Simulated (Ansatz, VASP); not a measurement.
## One calculation of ZrB2, two programs

INCAR

```
  ALGO = Normal
  EDIFF = 1E-6
  ENCUT = 520
  GGA = PE
  ISIF = 2
  ISMEAR = -1
  LASPH = True
  LCHARG = False
  LREAL = False
  LWAVE = False
  NBANDS = 16
  NELM = 100
  PREC = Accurate
  SIGMA = 0.05
```

The input KPOINTS:

```
k-points
0
Gamma
  12 12 9
```

POSCAR

```
ZrB2
1.0
    3.1003898632      0.0000000000      0.0000000000
   -1.5501949316      2.6850163832      0.0000000000
    0.0000000000      0.0000000000      3.4481431027
Zr B
1 2
Direct
    0.0000000000      0.0000000000      0.0000000000
    0.3333333333      0.6666666667      0.5000000000
    0.6666666667      0.3333333333      0.5000000000
```

Input for Ansatz:

```yaml
crystal:
  lattice:
    - [3.1003898632, 0.0, 0.0]
    - [-1.5501949316, 2.6850163832, 0.0]
    - [0.0, 0.0, 3.4481431027]
  atoms:
    - { symbol: Zr, position: [0.0, 0.0, 0.0] }
    - { symbol: B, position: [0.3333333333, 0.6666666667, 0.5] }
    - { symbol: B, position: [0.6666666667, 0.3333333333, 0.5] }
kpoints:
  mp_grid: { grid: [12, 12, 9] }
  band_path:
    path:
      - [0.0, 0.0, 0.0]
      - [0.5, 0.0, 0.0]
      - [0.3333333333, 0.3333333333, 0.0]
      - [0.0, 0.0, 0.0]
      - [0.0, 0.0, 0.5]
      - [0.5, 0.0, 0.5]
      - [0.3333333333, 0.3333333333, 0.5]
      - [0.0, 0.0, 0.5]
      - [0.5, 0.0, 0.5]
    npoints: 5
scf:
  occupations: { method: fermi_dirac, width: 0.05 }
hamiltonian:
  xc: pbe
  pseudopotentials: { kind: all_electron, lapw: { basis_error: 0.001 } }
output:
  forces: true
  stress: true
  eigenvalues: true
```

Change from the starting cell: volume scaled by 0.94.

Alike in both runs: task single point; functional PBE; k mesh 12 × 12 × 9; occupations fermi-dirac, width 0.05 eV; no spin polarisation.

```csv
,VASP,Ansatz
version,VASP 6.6.1,Ansatz 0.2.0
potentials or method,"VASP PAW PBE potentials, release 64 (Zr_sv, B)","all-electron LAPW, scalar-relativistic"
plane-wave cutoff (eV),520,see its input
```

|  | VASP | Ansatz | Ansatz less VASP |
| --- | --- | --- | --- |
| pressure (GPa) | 19.9 | 19.8 | -0.16 |
| largest component of the traceless stress (GPa) | 0.30 | 0.30 | -0.004 |

Ansatz ran all-electron here, so the differences hold the error of VASP's frozen core and of both bases.

Caveats: so large a pressure means that the cell lies far from this level's equilibrium, or that cutoff or potentials fall short (VASP).
